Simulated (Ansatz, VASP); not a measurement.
## Cross-check of InF between VASP and Ansatz

Wanted: the spread between two codes on one cell, functional and k mesh. The cell is generated by rule, not measured, and may not be a known phase. The cell is taken from a series of runs on this material, whose earlier steps may have relaxed, scaled, displaced or heated it; both programs get it as it stands.

Main program and level: Ansatz 0.2.0; plane waves, with VASP 6.6.1 beside it; PBEsol.

The structure was built from a prototype and need not be the compound's stable phase.

## 1. Set-up

It takes space group P-3m1 (No. 164, trigonal). Conventional cell: a = 4.459 Å, b = 4.459 Å, c = 5.557 Å, α = 90.00°, β = 90.00°, γ = 120.00°. Nearest to In lie 1 F at 2.17 Å. Nearest to F lie 1 In at 2.17 Å. Farther neighbours and most contacts between anions are not listed.

## 2. Ansatz: single point, PBEsol, pair 1

Ansatz runs on its default PAW (the set named soft_2) files.

A single point takes one fixed geometry, so differences don't come from the geometry; what else differs is listed under the comparison.

The input, input.yaml:

```yaml
crystal:
  lattice:
    - [4.4585767631, 3.0711e-06, 0.0]
    - [-2.2292910412, 3.861239206, 0.0]
    - [0.0, 0.0, 5.5566930877]
  atoms:
    - { symbol: In, position: [0.3333333333, 0.6666666667, 0.2492957947] }
    - { symbol: In, position: [0.6666666667, 0.3333333333, 0.7507042053] }
    - { symbol: F, position: [0.6666666667, 0.3333333333, 0.1420221091] }
    - { symbol: F, position: [0.3333333333, 0.6666666667, 0.8579778909] }
kpoints:
  mp_grid: { grid: [10, 10, 4] }
hamiltonian:
  xc: pbesol
scf:
  occupations: { method: gaussian, width: 0.02 }
output:
  forces: true
  stress: true
  eigenvalues: true
```

Command:

```bash
$ ansatz run input.yaml --threads 4 --pin off --max-ram 7168MiB --backend cpu --events-out ev --progress --plain --runs-dir out
```

Numbers of over 12 decimals in the logs are rounded to 6 here.

What it wrote:

```text
Engine: ansatz 0.2.0, x86_64-unknown-linux-gnu
Pseudopotentials: kind: paw
Pseudopotential: In, paw, valence charge 13, recommended cutoff 420 eV (normal), In.paw.azcp
Pseudopotential: F, paw, valence charge 7, recommended cutoff 420 eV (normal), F.paw.azcp
Functional definition: PBEsol
  exchange = pbesol_x
  correlation = pbesol_c
Crystal: 4 atoms, lattice volume = 95.662 Å³
Basis set: ecut = 420 eV, 1873 PW (Γ), exchange–correlation on 60×60×80 points (8 copies of the dense FFT grid, shifted against one another)
Bands: 24, of which v1, the nominal top of the filled ones, is band 20 counted from 1 (19 counted from 0)
Symmetry: 12 space group operations
Space group: P-3m1 (ITA 164), of the structure as read, at distance tolerance 4.6e-5 Å
k-points: 50 of 400
Non-local potential: In, projectors of the file, l = 0: 2, l = 1: 2, l = 2: 2, l = 3: 2
Non-local potential: F, projectors of the file, l = 0: 2, l = 1: 2, l = 2: 1
PAW form: soft (Blöchl's): semilocal exchange-correlation on the pseudo side does not see the compensation charge
PAW frozen core: In, regenerated for the run's functional, and the local potential with it (the file was generated under x = pbe(κ = 0.804, μ = 0.219515), c = pbe(β = 0.066725))
PAW frozen core: F, regenerated for the run's functional, and the local potential with it (the file was generated under x = pbe(κ = 0.804, μ = 0.219515), c = pbe(β = 0.066725))
PAW one-centre angular grid: In, 590 points (default); XC on 64 Gauss nodes
PAW one-centre angular grid: F, 110 points (default); XC on 64 Gauss nodes
Initial density: superposition of atomic densities (neutral atoms: chi_scale 0, normalization atom), corrected by the library's trained network
Initial wavefunctions: pseudopotential atomic-orbital guess
Functional: x = pbesol(κ = 0.804, μ = 0.123457), c = pbesol(β = 0.046)
SCF iter   1: F=—  HF=-12652.124146 eV  |F-HF|=—  |Δ(HF+E_count)|=         —  Δρ=1.19e-2  dr2=9.72e-2  ethr=1.77e-3  ⟨swp⟩=5.7  Hψ=5106  notcnv=0
preconditioner: auto → Resta (q_TF=auto, 2.359 Å⁻¹)  ε∞=3.8  [insulator: Δε(μ)=1.444 eV  Ē_g=14.350 eV  σ=0.020 eV  W_gap=1.00  n_scr=22 (ndim 8)  ℏωp=24.0 eV  f_vac=0.135  D(μ)=0.00/eV (n_scr^D=0)  ε∞_Penn≈3.8]
SCF iter   2: F=—  HF=-12652.101996 eV  |F-HF|=—  |Δ(HF+E_count)|=   2.21e-2  Δρ=4.04e-3  dr2=1.25e-2  ethr=2.43e-4  ⟨swp⟩=2.0  Hψ=2799  notcnv=0
SCF iter   3: F=—  HF=-12652.099887 eV  |F-HF|=—  |Δ(HF+E_count)|=   2.11e-3  Δρ=1.25e-3  dr2=2.40e-3  ethr=3.12e-5  ⟨swp⟩=2.0  Hψ=1782  notcnv=0
SCF iter   4: F=—  HF=-12652.099850 eV  |F-HF|=—  |Δ(HF+E_count)|=   3.65e-5  Δρ=3.03e-4  dr2=1.85e-4  ethr=6.01e-6  ⟨swp⟩=2.1  Hψ=1808  notcnv=0
SCF iter   5: F=—  HF=-12652.099944 eV  |F-HF|=—  |Δ(HF+E_count)|=   9.40e-5  Δρ=8.57e-5  dr2=1.44e-5  ethr=4.61e-7  ⟨swp⟩=2.0  Hψ=1638  notcnv=0
SCF iter   6: F=—  HF=-12652.099949 eV  |F-HF|=—  |Δ(HF+E_count)|=   4.92e-6  Δρ=2.32e-5  dr2=9.49e-7  ethr=3.61e-8  ⟨swp⟩=2.7  Hψ=2034  notcnv=0
SCF iter   7: F=-12652.099951 eV  HF=-12652.099951 eV  |F-HF|=5.53e-8  |Δ(HF+E_count)|=   1.31e-6  Δρ=5.46e-6  dr2=4.37e-8  ethr=2.50e-10  ⟨swp⟩=6.9  Hψ=5513  notcnv=0
SCF 1 converged in 7 iterations: F = -12652.099951 eV  dr2 = 4.37e-8
  greatest PAW one-centre occupation: 0.985 electrons in one spin orbital (limit 2), on the In atom at site 1 (counted from 0), in its partial waves of l = 2
SCF converged after 7 iterations
Free energy (F): -12652.099951 eV
Harris-Foulkes:  -12652.099951 eV  (|F-HF|=5.53e-8)
Internal energy: -12652.099951 eV  (E = F + TS)
E sigma→0 (E₀):  -12652.099951 eV
Fermi energy:    5.221539 eV
--- Per-component energies (eV) ---
  E_band       = -237.807648
  E_kinetic    = 890.891792
  E_local      = -4163.732982  (includes V_loc(G=0)·N_el)
  E_nonlocal   = 882.967643
  E_hartree    = 1637.741435
  E_xc         = -584.787708
  E_vxc        = -402.266686  (∫ρ·V_xc dr)
  E_paw        = -8545.462152  (= ΣΔE_a)
  E_vpaw       = -721.149331  (= ΣTr[D̂ρ^β])
  E_aug_tail   = 0.004062  (compensation charges beyond the density's cutoff)
  E_ewald      = -2770.278731
  E_core_change = 0.556690  (= ΣΔE_core)
  E_smearing   = -0.000000  (= −TS)
  E_closure    = 0.000000  (closes the sum)
  Σ components = -12652.099951   (vs F -12652.099951, Δ=0.00e0)
--- Forces (eV/Å), atoms counted from 1 ---
  atom   1  In     0.00000000    -0.00000000     0.70491985
  atom   2  In    -0.00000000     0.00000000    -0.70491985
  atom   3  F     -0.00000000    -0.00000000     0.16715460
  atom   4  F      0.00000000     0.00000000    -0.16715460
  max |Σ_I F_I| component: 8.67e-18 eV/Å
--- Stress (GPa, compression-positive) ---
       -0.965228       0.000000       0.000000
       -0.000000      -0.965228       0.000000
        0.000000      -0.000000       5.312543
  P = ⅓ Tr σ = 1.1274 GPa (11.274 kbar)
--- Band table (eV; the first three rows and the last of 50) ---
  k-point 0: bands = [... 16 lower, 0.3159, 0.5158, 0.5158, 4.4441, 7.8999, 10.0040, 10.0040, 10.0786]
  k-point 1: bands = [... 16 lower, 0.5114, 0.5114, 1.2036, 3.9376, 8.4569, 9.6348, 9.6348, 10.3657]
  k-point 2: bands = [... 16 lower, 0.5063, 0.5063, 2.6188, 2.7301, 9.4471, 9.4471, 9.6652, 10.4720]
  k-point 49: bands = [... 16 lower, 0.4419, 0.5229, 3.8473, 4.1250, 6.6394, 7.1460, 7.7500, 8.3974]
```

In the SCF lines HF is the Harris–Foulkes energy and dr2 the Hartree energy of the density residual, in eV; the loop may stop once dr2 is under the threshold and the program's other checks hold. Hψ counts applications of the Hamiltonian.

The run ends at a pressure of 1.13 GPa, with forces up to 0.70 eV/Å.

## 3. VASP: single point, PBEsol, pair 1

The same cell, functional, mesh and smearing now go to VASP, with its own data sets.

Lines of VASP's logs that name or quote its potential files are left out, and so is its time.

The input, INCAR:

```
SYSTEM = InF
PREC = Accurate
ENCUT = 600
EDIFF = 1E-06
NELM = 120
ISMEAR = 0
SIGMA = 0.02
LREAL = .FALSE.
ALGO = Normal
GGA = PS
NBANDS = 26
LORBIT = 11
LWAVE = .FALSE.
LCHARG = .FALSE.
ISIF = 2
LASPH = .TRUE.
GGA_COMPAT = .FALSE.
EFERMI = MIDGAP
KPAR = 2
```

The input, POSCAR:

```
InF
1.0
    4.4585767631      0.0000030711      0.0000000000
   -2.2292910412      3.8612392060      0.0000000000
    0.0000000000      0.0000000000      5.5566930877
In F
2 2
Direct
    0.3333333333      0.6666666667      0.2492957947
    0.6666666666      0.3333333334      0.7507042053
    0.6666666666      0.3333333334      0.1420221091
    0.3333333333      0.6666666667      0.8579778909
```

The input, KPOINTS:

```
Automatic mesh
0
Gamma
10 10 4
0 0 0
```

The projector-augmented-wave data sets are In_d and F (PBE family, release 64).

Command:

```bash
$ mpirun -np 2 vasp_std
```

What it wrote:

```text
[banner, memory and clock lines left out]
running    2 mpi-ranks, on    1 nodes
 distrk:  each k-point on    1 cores,    2 groups
 distr:  one band on    1 cores,    1 groups

 POSCAR found type information on POSCAR InF
 POSCAR found :  2 types and       4 ions
|                                                                             |
|               ----> ADVICE to this user running VASP <----                  |
|                                                                             |
|     You enforced a specific xc type in the INCAR file but a different       |
|     [... a line on the potential file left out ...]
|     I HOPE YOU KNOW WHAT YOU ARE DOING!                                     |
|                                                                             |

 LDA part: xc-table for (Slater+PW92), standard interpolation
 POSCAR, INCAR and KPOINTS ok, starting setup
 FFT: planning ... GRIDC
 FFT: planning ... GRID_SOFT
 FFT: planning ... GRID
 WAVECAR not read
 entering main loop
       N       E                     dE             d eps       ncg     rms          rms(c)
DAV:   1     0.471131314403E+03    0.47113E+03   -0.21550E+04  2600   0.207E+03
DAV:   2     0.537139527638E+02   -0.41742E+03   -0.40250E+03  2772   0.494E+02
DAV:   3    -0.144032965651E+02   -0.68117E+02   -0.66932E+02  3074   0.202E+02
DAV:   4    -0.176070548688E+02   -0.32038E+01   -0.31917E+01  3118   0.473E+01
DAV:   5    -0.176963048068E+02   -0.89250E-01   -0.89221E-01  3038   0.746E+00    0.783E+00
DAV:   6    -0.159648277402E+02    0.17315E+01   -0.68434E+00  3870   0.241E+01    0.502E+00
DAV:   7    -0.159288762078E+02    0.35952E-01   -0.61532E-01  2726   0.470E+00    0.182E+00
DAV:   8    -0.158977120216E+02    0.31164E-01   -0.56149E-02  2862   0.193E+00    0.845E-01
DAV:   9    -0.158885413548E+02    0.91707E-02   -0.19886E-02  3438   0.152E+00    0.201E-01
DAV:  10    -0.158897169688E+02   -0.11756E-02   -0.41569E-03  3032   0.526E-01    0.146E-01
DAV:  11    -0.158901861019E+02   -0.46913E-03   -0.61209E-04  2984   0.137E-01    0.741E-02
DAV:  12    -0.158902522594E+02   -0.66158E-04   -0.19441E-04  3222   0.852E-02    0.345E-02
DAV:  13    -0.158902573063E+02   -0.50469E-05   -0.71072E-05  3514   0.731E-02    0.629E-03
DAV:  14    -0.158902586072E+02   -0.13009E-05   -0.66045E-06  2568   0.187E-02    0.162E-03
DAV:  15    -0.158902588688E+02   -0.26154E-06   -0.71206E-07  1892   0.628E-03
   1 F= -.15890259E+02 E0= -.15890259E+02  d E =0.000000E+00
```

Parts of OUTCAR (step 3):

```text
ion  position               nearest neighbor table
   1  0.333  0.667  0.249-   4 2.17   3 2.64   3 2.64   3 2.64   2 3.78   2 3.78   2 3.78   2 3.79
                             2 3.79   2 3.79
   2  0.667  0.333  0.751-   3 2.17   4 2.64   4 2.64   4 2.64   1 3.78   1 3.78   1 3.78   1 3.79
                             1 3.79   1 3.79
   3  0.667  0.333  0.142-   2 2.17   1 2.64   1 2.64   1 2.64
   4  0.333  0.667  0.858-   1 2.17   2 2.64   2 2.64   2 2.64

  LATTYP: Found a hexagonal cell.
 ALAT       =     4.4585767631
 C/A-ratio  =     1.2462930175

 Subroutine GETGRP returns: Found 12 space group operations
 (whereof 12 operations were pure point group operations)

The static configuration has the point symmetry D_3d.

 Found     50 irreducible k-points:

   k-points           NKPTS =     50   k-points in BZ     NKDIM =     50   number of bands    NBANDS=     26

   dimension x,y,z NGX =    36 NGY =   36 NGZ =   48
   dimension x,y,z NGXF=    72 NGYF=   72 NGZF=   96

   ENCUT  =  600.0 eV  44.10 Ry    6.64 a.u.   8.90  8.90 11.10*2*pi/ulx,y,z

   NELECT =      40.0000    total number of electrons

 k-points in reciprocal lattice and weights: Automatic mesh
   0.00000000  0.00000000  0.00000000       0.003
   0.10000000  0.00000000  0.00000000       0.015
   0.20000000  0.00000000  0.00000000       0.015
   0.30000000  0.00000000  0.00000000       0.015
   0.40000000  0.00000000  0.00000000       0.015
   0.50000000  0.00000000  0.00000000       0.007
   0.10000000  0.10000000  0.00000000       0.015
   0.20000000  0.10000000  0.00000000       0.030
   0.30000000  0.10000000  0.00000000       0.030
[...]
0.40000000  0.20000000  0.50000000       0.015
   0.30000000  0.30000000  0.50000000       0.015

 average (electrostatic) potential at core
       1 -97.3472       2 -97.3472       3 -76.5931       4 -76.5931

 E-fermi :   3.1907

 k-point     1 :       0.0000    0.0000    0.0000
  band No.  band energies     occupation
    ...
     16      -2.1531      2.00000
     17      -1.7121      2.00000
     18      -1.5119      2.00000
     19      -1.5119      2.00000
     20       2.4176      2.00000
     21       5.8612      0.00000
     22       7.9745      0.00000
     23       7.9745      0.00000
     24       8.0439      0.00000
     25       8.0439      0.00000
    ...

 k-point     2 :       0.1000    0.0000    0.0000
  band No.  band energies     occupation
    ...
     16      -2.1124      2.00000
     17      -1.9320      2.00000
     18      -1.5083      2.00000
     19      -1.1488      2.00000
     20       2.4297      2.00000
     21       5.9435      0.00000
     22       7.2756      0.00000
     23       7.6615      0.00000
     24       7.9359      0.00000
     25       8.3820      0.00000
    ...

 k-point     3 :       0.2000    0.0000    0.0000
  band No.  band energies     occupation
    ...
     16      -2.1159      2.00000
     17      -1.9326      2.00000
     18      -1.5031      2.00000
     19      -0.6360      2.00000
     20       2.4371      2.00000
     21       6.0539      0.00000
     22       6.4147      0.00000
     23       7.3733      0.00000
     24       7.4783      0.00000
     25       8.7302      0.00000
    ...

  Total       -0.6500290     -0.6500290      3.2912686     -0.0000000     -0.0000000      0.0000000
  in kB      -10.8868888    -10.8868888     55.1231942     -0.0000000     -0.0000000      0.0000000
  external PRESSURE =      11.1164722 kB  Pullay stress =       0.0000000 kB

  energy-cutoff  :      600.00
  volume of cell :       95.66
      direct lattice vectors                 reciprocal lattice vectors
     4.458576763  0.000003071  0.000000000     0.224286730  0.129492210  0.000000000
    -2.229291041  3.861239206  0.000000000    -0.000000178  0.258984111  0.000000000
     0.000000000  0.000000000  5.556693088     0.000000000  0.000000000  0.179963152

 POSITION                                       TOTAL-FORCE (eV/Angst)
 -----------------------------------------------------------------------------------
     -0.00000      2.57416      1.38526         0.000000     -0.000000      0.762481
      2.22929      1.28708      4.17143         0.000000     -0.000000     -0.762481
      2.22929      1.28708      0.78917         0.000000      0.000000      0.215627
     -0.00000      2.57416      4.76752        -0.000000      0.000000     -0.215627
 -----------------------------------------------------------------------------------
    total drift:                                0.000002     -0.000001     -0.000000

  FREE ENERGIE OF THE ION-ELECTRON SYSTEM (eV)
  ---------------------------------------------------
  free  energy   TOTEN  =       -15.8902588688 eV

  energy  without entropy=      -15.8902588688  energy(sigma->0) =      -15.89025887

 total charge
# of ion       s       p       d       tot
------------------------------------------
    1        1.126   0.228   9.877  11.231
    2        1.126   0.228   9.877  11.231
    3        1.741   4.302   0.000   6.043
    4        1.741   4.302   0.000   6.043
--------------------------------------------------
tot          5.735   9.060  19.755  34.549

[... 3 further parts left out ...]
```

The run ends at a pressure of 1.11 GPa, with forces up to 0.76 eV/Å.

## 4. Comparison

Known differences besides the potentials themselves: the cutoff is 420 eV in Ansatz and 600 eV in VASP; Ansatz makes its cores anew for this functional, VASP keeps those of its PBE data sets. Total energies have different zeros and are not compared.

Both answers:

```
              quantity  Ansatz   VASP  difference
        pressure (GPa)    1.13   1.11       +0.02
gap on the k mesh (eV)   1.511  1.502      +0.009
```

Forces (eV/Å; atoms numbered as in POSCAR):

```
atom        Ansatz x, y, z          VASP x, y, z
 In1   0.000, 0.000, 0.705   0.000, 0.000, 0.762
 In2  0.000, 0.000, -0.705  0.000, 0.000, -0.762
  F3   0.000, 0.000, 0.167   0.000, 0.000, 0.216
  F4  0.000, 0.000, -0.167  0.000, 0.000, -0.216
```

The forces differ by 31 meV/Å r.m.s., which is 9.5 % of the r.m.s. force of 0.323 eV/Å (both taken over all components). A gap on the mesh is an upper bound, since the band edges may lie between its points.

## 5. VASP: single point, PBEsol, pair 2

With cell and atoms fixed, the geometry can't cause a difference; cores, projectors, grids and the points listed under the comparison can. This pair takes another cell of the material, with 8 atoms against 4 for the pair before.

INCAR, as its differences from that of step 3:

```diff
@@ -10,3 +10,3 @@
 GGA = PS
-NBANDS = 26
+NBANDS = 49
 LORBIT = 11
```

The input, POSCAR:

```
InF
1.0
   -4.4585767631     -0.0000030711      0.0000000000
    0.0000000000      0.0000000000     -5.5566930877
    0.0000053194     -7.7224814832      0.0000000000
In F
4 4
Direct
    0.5000000000      0.7497005534      0.1666666667
    0.0000000000      0.7502994466      0.6666666667
    0.0000000000      0.2502994466      0.3333333333
    0.5000000000      0.2497005534      0.8333333333
    0.0000000000      0.7248051588      0.3333333333
    0.5000000000      0.7751948412      0.8333333333
    0.5000000000      0.2751948412      0.1666666667
    0.0000000000      0.2248051588      0.6666666667
```

The input, KPOINTS:

```
Automatic mesh
0
Gamma
6 4 4
0 0 0
```

Command:

```bash
$ mpirun -np 2 vasp_std
```

What it wrote:

```text
[banner, memory and clock lines left out]
running    2 mpi-ranks, on    1 nodes
[...]
[... a notice as in an earlier step ...]

 LDA part: xc-table for (Slater+PW92), standard interpolation
 POSCAR, INCAR and KPOINTS ok, starting setup
[...]
entering main loop
       N       E                     dE             d eps       ncg     rms          rms(c)
DAV:   1     0.108171021989E+04    0.10817E+04   -0.40477E+04  3569   0.220E+03
DAV:   2     0.190291480753E+03   -0.89142E+03   -0.85061E+03  3632   0.586E+02
DAV:   3    -0.192890756087E+02   -0.20958E+03   -0.20017E+03  4534   0.259E+02
DAV:   4    -0.348617142050E+02   -0.15573E+02   -0.15370E+02  4298   0.743E+01
[...]
DAV:  13    -0.311729422591E+02   -0.51568E-04   -0.11870E-04  4079   0.710E-02    0.258E-02
DAV:  14    -0.311729423632E+02   -0.10408E-06   -0.37820E-05  4307   0.327E-02    0.133E-02
DAV:  15    -0.311729429118E+02   -0.54861E-06   -0.79641E-06  2896   0.139E-02
   1 F= -.31172943E+02 E0= -.31172943E+02  d E =0.000000E+00
```

From OUTCAR (step 5):

```text
  Total       -0.2617994     -0.1331267     -0.1364592     -0.0000001      0.0000000      0.0000000
  in kB       -2.1923492     -1.1148240     -1.1427304     -0.0000007      0.0000000      0.0000000
  external PRESSURE =      -1.4833012 kB  Pullay stress =       0.0000000 kB

 POSITION                                       TOTAL-FORCE (eV/Angst)
 -----------------------------------------------------------------------------------
     -2.22929     -1.28708     -4.16586         0.000000     -0.016414      0.006756
      0.00000     -5.14832     -4.16918         0.000000     -0.016414     -0.006756
      0.00000     -2.57416     -1.39084        -0.000000      0.016414     -0.006756
     -2.22928     -6.43540     -1.38751        -0.000000      0.016414      0.006756
      0.00000     -2.57416     -4.02752        -0.000000      0.010633      0.199611
     -2.22928     -6.43540     -4.30752        -0.000000      0.010633     -0.199611
     -2.22929     -1.28708     -1.52917         0.000000     -0.010633     -0.199611
      0.00000     -5.14832     -1.24917         0.000000     -0.010633      0.199611
 -----------------------------------------------------------------------------------
    total drift:                               -0.000000      0.000000     -0.000000

  FREE ENERGIE OF THE ION-ELECTRON SYSTEM (eV)
  ---------------------------------------------------
  free  energy   TOTEN  =       -31.1729429118 eV

  energy  without entropy=      -31.1729429118  energy(sigma->0) =      -31.17294291

[... 3 further parts left out ...]
[key lines of the parts left out:]
E-fermi :   3.3693
```

The run ends at a pressure of -0.15 GPa, with forces up to 0.20 eV/Å.

[end of part 1 of 2]

[Lines on the potential files, build, host, timing and source positions are cut from VASP's logs without a mark.]

[Logs are printed without paths, hosts, clocks, repeated set-up lines and the standing remarks that a program may print on its own settings, such as how far it seeks lower states.]

[Hosts, paths, dates, database ids (printed as entryN), source tags and the programs' standing remarks are cut or masked in the printed files.]
